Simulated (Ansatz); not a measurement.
Equation of state of Mg under HSE06

The structure is cubic, space group Im-3m (No. 229). Conventional cell: a = 3.546 Å, b = 3.546 Å, c = 3.546 Å, α = 90.00°, β = 90.00°, γ = 90.00°. Mg (site symmetry m-3m) has 8 Mg at 3.07 Å as nearest neighbours.

This isn't the form of Mg at room conditions, which is hcp.

The cell was scaled at fixed shape and fractions and run with Ansatz, SSSP efficiency PAW, cutoff 408 eV; HSE06, k mesh 7 × 7 × 7 on the cell of 1 atom, gaussian occupations of 0.15 eV, collinear spin, ferromagnetic start, no spin-orbit coupling. The potentials were made for PBE. Energies are those that the program minimises, any entropy of the smearing included. For a metal such a mesh isn't converged to the digits shown. The magnetic state is the one that the start led to, which needn't be the lowest.

```csv
V (Å³/atom),energy over the lowest row (meV/atom)
20.9479,17.522
21.3936,?
21.8393,3.764
22.2850,0.749
22.7307,0.000
23.1764,1.309
23.6221,4.489
```

Q: Fit the third-order Birch-Murnaghan form, give V0, B0 and B′, and predict the energy left open.

A: With y = (V0/V)^(2/3), E = E0 + (9 V0 B0/16) [(y - 1)³ B′ + (y - 1)² (6 - 4y)]. Least squares through the rows shown give V0 = 22.6635 Å³/atom, E0 = -0.024 meV, B0 = 38.14 GPa (1 eV/Å³ = 160.218 GPa) and B′ = 3.84, with a largest miss of 0.002 meV. At V = 21.3936 the form with these constants gives 9.269 meV; the run gave 9.271 meV an atom.
